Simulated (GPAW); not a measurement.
A run of GPAW 26.7.0:

run.py

```python
from ase import Atoms
from ase.eos import EquationOfState
from ase.io import Trajectory
from ase.units import GPa
from gpaw import GPAW, PW

atoms = Atoms(['P', 'B'],
              cell=[[0.0, 2.269, 2.269],
                    [2.269, 0.0, 2.269],
                    [2.269, 2.269, 0.0]],
              scaled_positions=[[0.75, 0.75, 0.75],
                                [0.0, 0.0, 0.0]],
              pbc=True)

traj = Trajectory('eos.traj', 'w')
volumes, energies = [], []
for x in [0.94, 0.96, 0.98, 1.0, 1.02, 1.04, 1.06]:
    a = atoms.copy()
    a.set_cell(atoms.cell * x**(1 / 3), scale_atoms=True)
    calc = GPAW(mode=PW(800),
                xc='MGGA_X_RSCAN+MGGA_C_RSCAN',
                kpts={'size': (10, 10, 10), 'gamma': True},
                occupations={'name': 'fermi-dirac', 'width': 0.05},
                nbands=11,
                convergence={'density': 1e-05, 'energy': 1e-05},
                maxiter=150,
                txt=f'eos-{x:.2f}.txt')
    a.calc = calc
    energies.append(a.get_potential_energy(force_consistent=True))
    volumes.append(a.get_volume())
    p = -a.get_stress()[:3].mean() / GPa
    calc.write(f'eos-{x:.2f}.gpw')
    traj.write(a)
    print(f'{x:.2f} {volumes[-1]:10.4f} A^3 {energies[-1]:14.6f} eV {p:9.3f} GPa', flush=True)

v0, e0, B = EquationOfState(volumes, energies, eos='birchmurnaghan').fit()
print(f'V0 = {v0:.4f} A^3, E0 = {e0:.6f} eV, B0 = {B / GPa:.2f} GPa')
```

Potentials or basis: GPAW PAW data sets (gpaw-data 1.2.1), pw.

Run with:

```console
$ OMP_NUM_THREADS=1 python run.py
```

Hardware: 1 thread of Intel(R) Xeon(R) Platinum 8488C (Sapphire Rapids), on a shared host.

Task: Estimate the wall time of this run.

Result: Wall time 3.9 min on 1 thread of Intel(R) Xeon(R) Platinum 8488C (Sapphire Rapids) (shared host), peak memory 0.53 GiB. Counts: scf iterations 70, plane waves 1158, bands 11, k points 47.
